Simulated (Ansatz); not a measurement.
# LiF: a single-point run

The task is a single-point run on LiF. The structure is shown as the input types it. The cell is built on a prototype (CsCl type) and needn't be the phase found in nature.

Method: density functional or hybrid calculation with the settings of its input, plane waves, in Ansatz 0.2.0.

2 further runs of the same task are left out: 2 that didn't finish.

**1. The starting structure**

Symmetry: Pm-3m, No. 221, cubic system. Conventional cell: a = 2.516 Å, b = 2.516 Å, c = 2.516 Å, α = 90.00°, β = 90.00°, γ = 90.00°. Around Li (site symmetry m-3m) lie 8 F at 2.18 Å. Around F (site symmetry m-3m) lie 8 Li at 2.18 Å.

As a file:

```cif
data_structure
_symmetry_space_group_name_H-M 'P 1'
_symmetry_Int_Tables_number 1
_cell_length_a 2.5163
_cell_length_b 2.5163
_cell_length_c 2.5163
_cell_angle_alpha 90.000
_cell_angle_beta 90.000
_cell_angle_gamma 90.000
_cell_volume 15.93
loop_
_atom_site_label
_atom_site_type_symbol
_atom_site_fract_x
_atom_site_fract_y
_atom_site_fract_z
_atom_site_occupancy
Li1 Li 0.00000 0.00000 0.00000 1
F1 F 0.50000 0.50000 0.50000 1
```

**2. Input and run**

Contents of input.yaml:

```yaml
crystal:
  lattice:
    - [2.5162584438, 0.0, 0.0]
    - [0.0, 2.5162584438, 0.0]
    - [0.0, 0.0, 2.5162584438]
  atoms:
    - { symbol: Li, position: [0.0, 0.0, 0.0] }
    - { symbol: F, position: [0.5, 0.5, 0.5] }
kpoints:
  mp_grid: { grid: [8, 8, 8] }
hamiltonian:
  xc: pbesol
scf:
  occupations: { method: fermi_dirac, width: 1.5 }
  n_extra_bands: 4
output:
  forces: true
  stress: true
  eigenvalues: true
```

The run is started by

```
$ ansatz run input.yaml --threads 4 --pin off --max-ram 3686MiB --backend cpu --events-out ev --progress --plain --runs-dir out
```

**Question.** How will this run end, and is anything wrong with its input?

The run converged and reported no error. That alone doesn't make the input a sound one.

In the input, scf.occupations.width is 1.5. The width is far wider than usual, so occupations near the Fermi level are blurred and the entropy term grows. A Fermi-Dirac width of 1.5 eV is an electron temperature of 17400 K.

To check: set scf.occupations.width to 0.05.
